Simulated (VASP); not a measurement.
MoS2, 6 atoms in the cell. It takes space group P6_3/mmc (No. 194, hexagonal). The conventional cell has a = 3.192 Å, b = 3.192 Å, c = 13.378 Å, α = 90.00°, β = 90.00°, γ = 120.00°. Mo (site symmetry -6m2) is surrounded by 6 S at 2.42 Å. Around S (site symmetry 3m) lie 3 Mo at 2.42 Å. The cell is a database's computed one.

* Program: VASP 6.6.1
* Task: relaxation of cell and atoms
* Functional: PBEsol
* Dispersion: D3(BJ)
* Potentials or basis: VASP PAW PBE potentials, release 64 (Mo_sv, S)
* Cutoff: 600 eV
* k mesh: 3 × 3 × 1
* Occupations: gaussian, width 0.02 eV
* Spin: no spin polarisation
* Further INCAR settings: ALGO = Normal; EDIFF = 1e-06; IBRION = 2; EDIFFG = -0.005; NSW = 60; ISIF = 3

Potentials or basis: VASP PAW PBE potentials, release 64 (Mo_sv, S).

Run with:

```sh
$ cat potpaw_PBE.64/Mo_sv/POTCAR potpaw_PBE.64/S/POTCAR > POTCAR
$ mpirun -np 2 vasp_std > vasp.out
```

Hardware: 2 MPI ranks on AMD EPYC 9R45 96-Core Processor (Zen 5) (shared host).

How long does it take, and how much memory?

Wall time 100 s on 2 MPI ranks on AMD EPYC 9R45 96-Core Processor (Zen 5) (shared host), peak memory 0.27 GiB a rank. Counts: scf iterations 137, k points 3, ion steps 16.
